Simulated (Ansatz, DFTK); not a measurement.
This is a calculation of HfN for DFTK 0.8.2. The cell comes from a database or a generator and needn't be the stable form of this composition.

The input run.jl:

```julia
using DFTK
using PseudoPotentialData
using Unitful, UnitfulAtomic
using LinearAlgebra, Printf
include("save.jl")
disable_threading()

# lattice vectors are the columns
lattice = austrip(1u"Å") * [  3.1339080219   -1.566954011            0.0;
                      0.0   2.7140439601            0.0;
                      0.0            0.0     5.41676772]
symbols   = [:Hf, :Hf, :N, :N]
positions = [[0.3333333333, 0.6666666667, 0.25],
             [0.6666666667, 0.3333333333, 0.75],
             [0.0, 0.0, 0.5],
             [0.0, 0.0, 0.0]]
pseudopotentials = PseudoFamily("dojo.nc.sr.pbesol.v0_4_1.standard.upf")
elements = Dict(s => ElementPsp(s, pseudopotentials) for s in unique(symbols))
atoms    = [elements[s] for s in symbols]

build_model(lattice, positions; symmetries=true) =
    model_DFT(lattice, atoms, positions;
              functionals=PBEsol(),
              temperature=austrip(0.05u"eV"),
              smearing=Smearing.FermiDirac(),
              symmetries)
Ecut  = 42.0  # hartree
kgrid = [10, 10, 5]
tol   = 1e-6
to_GPa = ustrip(uconvert(u"GPa", 1u"hartree/bohr^3"))

model = build_model(lattice, positions)
basis = PlaneWaveBasis(model; Ecut, kgrid)
display(basis)
scfres = self_consistent_field(basis;
                               tol,
                               nbandsalg=AdaptiveBands(model; n_bands_converge=22))
display(scfres.energies)
@printf "Fermi level: %.6f eV\n" ustrip(auconvert(u"eV", something(scfres.εF, NaN)))
forces = compute_forces_cart(scfres)
println("Forces (eV/Å)")
for (s, f) in zip(symbols, forces)
    @printf "%-3s %12.6f %12.6f %12.6f\n" s ustrip.(auconvert.(u"eV/Å", f))...
end
stress = compute_stresses_cart(scfres)
println("Stress (GPa)")
display(round.(stress * to_GPa; digits=4))
println("Levels at the first k-point (eV): ", round.(ustrip.(auconvert.(u"eV", scfres.eigenvalues[1][1:scfres.n_bands_converge])); digits=4))
save_scf!(scfres; forces, stress)
```

Potentials or basis: dojo.nc.sr.pbesol.v0_4_1.standard.upf (PBEsol).

Launch:

```bash
$ julia --threads=1 run.jl  # save.jl only writes the numbers to a file and isn't shown; printed stress counts tension as positive; times include loading and compiling
```

Question: Set up the same calculation for Ansatz 0.2.0. Potentials or basis there: Ansatz PAW, cutoff 420 eV.

Answer: As run (cutoffs and basis follow the program's own potentials, and thresholds, step limits or extra output files can differ):

The input input.yaml:

```yaml
crystal:
  lattice:
    - [3.1339080219, 0.0, 0.0]
    - [-1.566954011, 2.7140439601, 0.0]
    - [0.0, 0.0, 5.41676772]
  atoms:
    - { symbol: Hf, position: [0.3333333333, 0.6666666667, 0.25] }
    - { symbol: Hf, position: [0.6666666667, 0.3333333333, 0.75] }
    - { symbol: "N", position: [0.0, 0.0, 0.5] }
    - { symbol: "N", position: [0.0, 0.0, 0.0] }
hamiltonian:
  xc: pbesol
  pseudopotentials: { kind: paw }
kpoints:
  mp_grid: { grid: [10, 10, 5] }
scf:
  occupations: { method: fermi_dirac, width: 0.05 }
output:
  forces: true
  stress: true
  eigenvalues: true
```

Potentials or basis: Ansatz PAW.

The run is started by

```bash
$ ansatz run input.yaml --threads 1 --pin off --max-ram 3584MiB --backend cpu --events-out ev --progress --plain --runs-dir out
```

Both were run:

|  | DFTK | Ansatz |
| --- | --- | --- |
| Pressure | -3.3 GPa | -2.5 GPa |

Ansatz's pressure holds a Pulay term of +0.50 GPa for its cutoff of 420 eV, which the other run lacks.

The potentials hold 34 and 62 valence electrons a cell.

Ansatz's potentials were made for PBE.

Where Ansatz's input types no cutoff or centring, it takes its own default and a Γ-centred mesh.

Pressure is positive in compression.
